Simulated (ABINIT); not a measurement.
Al2Au: equation of state with PBEsol

Crystal: Al2Au.

```xyz
3
Lattice="0.0000 3.0000 3.0000 3.0000 0.0000 3.0000 3.0000 3.0000 0.0000" Properties=species:S:1:pos:R:3 pbc="T T T"
Au    0.0000    0.0000    0.0000
Al    4.5000    4.5000    4.5000
Al    1.5000    1.5000    1.5000
```

```json
{
  "Program": "ABINIT 10.8.3 (patched build)",
  "Task": "equation of state",
  "Functional": "PBEsol",
  "Potentials or basis": "JTH PAW PBE v2.0",
  "Cutoff": "544 eV",
  "k mesh": "8 × 8 × 8",
  "Occupations": "fermi-dirac, width 0.05 eV",
  "Spin": "no spin polarisation"
}
```

* Equilibrium volume: 18.03 Å³/atom
* Bulk modulus: 114 GPa
* Pressure derivative of the bulk modulus: 4.9

Energy against volume, from the lowest point:
```csv
volume (Å³/atom),energy (meV/atom)
16.920,27.67
17.280,12.11
17.640,3.15
18.000,0.00
18.360,2.06
18.720,8.71
19.080,19.47
```

Wall time 6.2 min on 1 thread of Arm Neoverse V1, with other jobs on the host, peak memory 0.17 GiB.

Caveat: pressures at fixed basis lie under the slope of the energies; the PAW data sets were made with another functional, which shifts forces and pressure a little. The run has no spin-orbit coupling, so splittings on Au are missing.
